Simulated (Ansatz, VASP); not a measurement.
**Cu: VASP beside Ansatz**

```
CELL_PARAMETERS angstrom
2.51686 0.00000 0.00000
-1.25843 2.17967 0.00000
0.00000 0.00000 4.08461
ATOMIC_POSITIONS crystal
Cu 0.33333 0.66667 0.25000
Cu 0.66667 0.33333 0.75000
```

Alike in both runs: task single point; functional PBEsol; k mesh 18 × 18 × 10; occupations gaussian, width 0.1 eV; no spin polarisation.

```csv
,VASP,Ansatz
version,VASP 6.6.1,Ansatz 0.2.0
potentials or method,"VASP PAW PBE potentials, release 64 (Cu)","scalar-relativistic, plane waves, PAW"
plane-wave cutoff (eV),520,420
valence electrons in the cell,22,38
```

VASP gave:

```
gap on the k mesh at the Fermi level (eV)       : none
pressure (GPa)                                  : 3.6
largest component of the traceless stress (GPa) : 0.84
```

Estimate Ansatz's values.

gap on the k mesh at the Fermi level (eV): none; pressure (GPa): 1.9; largest component of the traceless stress (GPa): 0.88.

A gap of «none» marks a metal or a gap that the smearing closes. The two sets of potentials don't hold the same shells in valence.

Caveats: the PAW data sets were made with another functional, which shifts forces and pressure a little (VASP).
